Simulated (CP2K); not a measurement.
**Ga2O3 in CP2K: the effect of functional**

The system is Ga2O3.

```
CELL_PARAMETERS angstrom
3.09853 0.00000 0.00000
1.54791 2.68419 0.00000
-0.01917 -0.01108 7.68807
ATOMIC_POSITIONS crystal
Ga 0.66685 0.66685 0.31037
Ga 0.33315 0.33315 0.68963
O 0.00000 0.00000 0.50000
O 0.66820 0.66820 0.82365
O 0.33180 0.33180 0.17635
```

The cell was built by a generator and needn't be a form met in nature.

Alike in all runs:

```yaml
Program: CP2K 2026.2
Task: band structure
Potentials_or_basis: POTENTIAL_UZH Ga GTH-PBE-q13, O GTH-PBE-q6; DZVP-MOLOPT-PBE-GTH basis
Density_cutoff: 11565 eV
k_mesh: 10 × 10 × 4
Occupations: fermi-dirac, width 0.05 eV
Spin: no spin polarisation
```

**Question.** One run gave: gap on the mesh 1.36 eV; pressure -10.4 GPa; largest force 3.11 eV/Å. Which functional did it use?
A. AM05
B. PBE
C. LDA
D. PBEsol
E. vdW-DF2

**Answer.** E.

```csv
functional,gap on the mesh (eV),pressure (GPa),largest force (eV/Å)
PBE,1.45,-17.7,3.41
LDA,1.31,-24.8,3.65
PBEsol,1.39,-21.9,3.56
revPBE,1.52,-15.7,3.39
vdW-DF2,1.36,-10.4,3.11
AM05,1.43,-21.4,3.55
TPSS,1.55,-21.1,3.65
```

Caveats: the basis of atomic orbitals isn't converged, which shifts pressures, moduli and gaps; the potentials were made for another functional, which shifts forces and pressure (some runs); forces of over 1 eV/Å show positions far from the minimum, so gaps and moduli don't describe the material at rest (some runs).

A k mesh can miss the band edges.

Not every run made on this cell is shown here.
